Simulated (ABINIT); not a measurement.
# WC (Qusongite) (P-6m2) in ABINIT: equation of state

How stiff is WC (Qusongite) in PBE, and what volume does it want? The cell is scaled to several volumes.

Program: ABINIT 10.8.3 (patched build). These are calculated values, not measurements. Logs are shortened: lines on timing, memory, paths and dates and some standing lists are left out, and cuts for length are marked. The log counts tension as positive stress, the text compression.

## Step 1: The structure

Symmetry: P-6m2, No. 187, hexagonal system. Conventional cell: a = 2.907 Å, b = 2.907 Å, c = 2.837 Å, α = 90.00°, β = 90.00°, γ = 120.00°. W (site symmetry -6m2) has 6 C at 2.20 Å as nearest neighbours. C (site symmetry -6m2) is surrounded by 6 W at 2.20 Å.

## Step 2: Equation of state, PBE

run.abi reads:

```
ndtset 7
getwfk -1
scalecart1 3*0.9795861087
scalecart2 3*0.9864848297
scalecart3 3*0.9932883884
scalecart4 3*1.0000000000
scalecart5 3*1.0066227096
scalecart6 3*1.0131594038
scalecart7 3*1.0196128224

pp_dirpath "./"
pseudos "W.GGA_PBE-JTH.xml, C.GGA_PBE-JTH.xml"

acell 3*1.0
rprim
     5.4924889812     0.0000000000     0.0000000000
    -2.7462444906     4.7566349877     0.0000000000
     0.0000000000     0.0000000000     5.3603971251
ntypat 2
znucl 74 6
natom 2
typat 1 2
xred
     0.0000000000     0.0000000000     0.0000000000
     0.6666666667     0.3333333333     0.5000000000

ecut 19.0
pawecutdg 38.0

kptopt 1
ngkpt 10 10 9
nshiftk 1
shiftk 0.0 0.0 0.0

ixc 11

nband 13
occopt 3
tsmear 0.05 eV

nstep 100
tolvrs 1.0e-9

iomode 3
prtwf 1
prtden 0
prteig 0
prtebands 0
```

Potentials or basis: JTH PAW PBE v2.0.

Run with:

```sh
abinit run.abi > log 2>&1
```

run.abo:

```text
.Version 10.8.3 of ABINIT
 DATASET    1 : space group P-6 m 2 (#187); Bravais hP (primitive hexag.)
================================================================================
 Values of the parameters that define the memory need for DATASET  1.
     intxc =       0    ionmov =       0      iscf =      17    lmnmax =      18
     lnmax =       6     mgfft =      24  mpssoang =       3    mqgrid =    3001
     natom =       2  nloc_mem =       2    nspden =       1   nspinor =       1
    nsppol =       1      nsym =      12    n1xccc =       1    ntypat =       2
    occopt =       3   xclevel =       2
       mpw =         537          nfft =       13824          nkpt =          70
 PAW method is used; the additional fine FFT grid is defined by:
   mgfftf=        30    nfftf =     27000
================================================================================
================================================================================
[... 71 lines left out ...]
 DATASET    7 : space group P-6 m 2 (#187); Bravais hP (primitive hexag.)
================================================================================
 Values of the parameters that define the memory need for DATASET  7.
     intxc =       0    ionmov =       0      iscf =      17    lmnmax =      18
     lnmax =       6     mgfft =      24  mpssoang =       3    mqgrid =    3001
     natom =       2  nloc_mem =       2    nspden =       1   nspinor =       1
    nsppol =       1      nsym =      12    n1xccc =       1    ntypat =       2
    occopt =       3   xclevel =       2
       mpw =         611          nfft =       13824          nkpt =          70
 PAW method is used; the additional fine FFT grid is defined by:
   mgfftf=        32    nfftf =     32768
================================================================================
================================================================================

--------------------------------------------------------------------------------
------------- Echo of variables that govern the present computation ------------
--------------------------------------------------------------------------------
 -outvars: echo values of preprocessed input variables --------
            acell      1.0000000000E+00  1.0000000000E+00  1.0000000000E+00 Bohr
              amu      1.83850000E+02  1.20110000E+01
             ecut      1.90000000E+01 Hartree
           getwfk          -1
                       outvar_i_n : Printing only first  50 k-points.
              ixc          11
           jdtset        1    2    3    4    5    6    7
                       outvar_i_n : Printing only first  50 k-points.
         kptrlatt       10    0    0      0   10    0      0    0    9
          kptrlen1     4.72587350E+01
          kptrlen2     4.75915540E+01
          kptrlen3     4.79197820E+01
          kptrlen4     4.82435741E+01
          kptrlen5     4.85630773E+01
          kptrlen6     4.88784308E+01
          kptrlen7     4.91897668E+01
            natom           2
[... 81 lines left out ...]

 chkinp: Checking input parameters for consistency, jdtset=   1.

 chkinp: Checking input parameters for consistency, jdtset=   2.
[... 46 lines left out ...]
 getcut: wavevector=  0.0000  0.0000  0.0000  ngfft=  30  30  30
         ecut(hartree)=     38.000   => boxcut(ratio)=   2.01082

--- Pseudopotential description ------------------------------------------------
- pspini: atom type   1  psp file is ./W.GGA_PBE-JTH.xml
 Pseudopotential format is: paw10
 basis_size (lnmax)=  6 (lmn_size= 18), orbitals=   0   0   1   1   2   2
 Spheres core radius: rc_sph= 2.41188978
 Shapefunction is BESSEL type: shapef(r,l)=aa(1,l)*jl(q(1,l)*r)+aa(2,l)*jl(q(2,l)*r)
 Radius for shape functions =  2.10354610
 Compensation charge density is not taken into account in XC energy/potential

- pspini: atom type   2  psp file is ./C.GGA_PBE-JTH.xml
 Pseudopotential format is: paw10
 basis_size (lnmax)=  4 (lmn_size=  8), orbitals=   0   0   1   1
 Spheres core radius: rc_sph= 1.50736703
 Shapefunction is SIN type: shapef(r)=[sin(pi*r/rshp)/(pi*r/rshp)]**2
 Radius for shape functions =  1.30052589
 Compensation charge density is not taken into account in XC energy/potential

   9.26042540E+02                                ecore*ucvol(ha*bohr**3)
--------------------------------------------------------------------------------

[... 1270 lines left out ...]
-Cartesian components of stress tensor (GPa)         [Pressure= -1.5128E+01 GPa]
- sigma(1 1)=  1.38473837E+01  sigma(3 2)=  0.00000000E+00
- sigma(2 2)=  1.38473838E+01  sigma(3 1)=  0.00000000E+00
- sigma(3 3)=  1.76905957E+01  sigma(2 1)=  0.00000000E+00

== END DATASET(S) ==============================================================
================================================================================

 -outvars: echo values of variables after computation  --------
            acell      1.0000000000E+00  1.0000000000E+00  1.0000000000E+00 Bohr
           etotal1    -7.4784056476E+01
           etotal2    -7.4786957625E+01
           etotal3    -7.4788887609E+01
           etotal4    -7.4789925290E+01
           etotal5    -7.4790184625E+01
           etotal6    -7.4789703826E+01
           etotal7    -7.4788593542E+01
            fcart1    -1.2511440993E-29 -2.1670451475E-29 -0.0000000000E+00
                       1.2511440993E-29  2.1670451475E-29 -0.0000000000E+00
            fcart2     2.4847891072E-29  1.4345936599E-29 -0.0000000000E+00
                      -2.4847891072E-29 -1.4345936599E-29 -0.0000000000E+00
            fcart3    -9.8710778778E-29 -5.6990694699E-29 -0.0000000000E+00
                       9.8710778778E-29  5.6990694699E-29 -0.0000000000E+00
            fcart4    -7.3536202777E-29 -4.2456146469E-29 -0.0000000000E+00
                       7.3536202777E-29  4.2456146469E-29 -0.0000000000E+00
            fcart5    -2.4350799320E-29 -1.4058940542E-29 -0.0000000000E+00
                       2.4350799320E-29  1.4058940542E-29 -0.0000000000E+00
[... 38 lines left out ...]
                       0.0000000000E+00  0.0000000000E+00  0.0000000000E+00
           xangst1     0.0000000000E+00  0.0000000000E+00  0.0000000000E+00
                       1.4235835115E+00  8.2190632357E-01  1.3893469770E+00
           xangst2     0.0000000000E+00  0.0000000000E+00  0.0000000000E+00
                       1.4336090778E+00  8.2769458697E-01  1.3991314330E+00
           xangst3     0.0000000000E+00  0.0000000000E+00  0.0000000000E+00
                       1.4434963495E+00  8.3340300593E-01  1.4087809203E+00
           xangst4     0.0000000000E+00  0.0000000000E+00  0.0000000000E+00
                       1.4532499990E+00  8.3903427812E-01  1.4182999990E+00
           xangst5     0.0000000000E+00  0.0000000000E+00  0.0000000000E+00
                       1.4628744517E+00  8.4459095849E-01  1.4276929881E+00
           xangst6     0.0000000000E+00  0.0000000000E+00  0.0000000000E+00
                       1.4723739026E+00  8.5007546899E-01  1.4369639814E+00
           xangst7     0.0000000000E+00  0.0000000000E+00  0.0000000000E+00
                       1.4817523331E+00  8.5549010841E-01  1.4461168650E+00
             xred      0.0000000000E+00  0.0000000000E+00  0.0000000000E+00
                       6.6666666667E-01  3.3333333333E-01  5.0000000000E-01
 Calculation completed.
```

Wall time 1.8 min (1 thread of Arm Neoverse V1, shared host); peak memory 0.14 GiB.

What came out:

* Equilibrium volume: 10.55 Å³/atom
* Bulk modulus at fixed shape and positions: 390 GPa
* Pressure derivative of the bulk modulus: 4.2

Energy against volume, from the lowest point:
```
volume (Å³/atom)  energy (meV/atom)
           9.754              83.38
           9.961              43.91
          10.169              17.65
          10.376               3.53
          10.584               0.00
          10.791               6.54
          10.999              21.65
```

Caveat: pressures at fixed basis lie under the slope of the energies; the cell was scaled at fixed shape and fractional positions, which overstates the stiffness of a crystal with free parameters, most of all of layers and chains. Spin-orbit coupling is left out, which matters for the levels of W.
